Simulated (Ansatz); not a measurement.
GeTe:
```yaml
crystal:
  lattice:
    - [2.08118, 1.20157, 3.49735]
    - [-2.08118, 1.20157, 3.49735]
    - [0.00000, -2.40313, 3.49735]
  atoms:
    - { symbol: Ge, position: [0.23762, 0.23762, 0.23762] }
    - { symbol: Te, position: [0.76238, 0.76238, 0.76238] }
```

PBEsol (plane waves, PAW; program Ansatz) gives a gap of 0.40 eV without spin–orbit coupling, maximum off the standard path, at k = (0.177, 0.177, 0.355), minimum at L.

Problem. What happens when spin–orbit coupling is switched on?

Solution. The gap falls by 0.12 eV, to 0.28 eV; maximum off the standard path, at k = (0.178, 0.193, 0.355), minimum on the H0–L line, 97 % of the way from H0. The small gap may have closed and reopened with inverted band order, as semilocal functionals often give for heavy narrow-gap crystals.

Space group R3m. Symmetry was held in the PBEsol relaxation.

Potentials: the later of the program's two PAW sets.
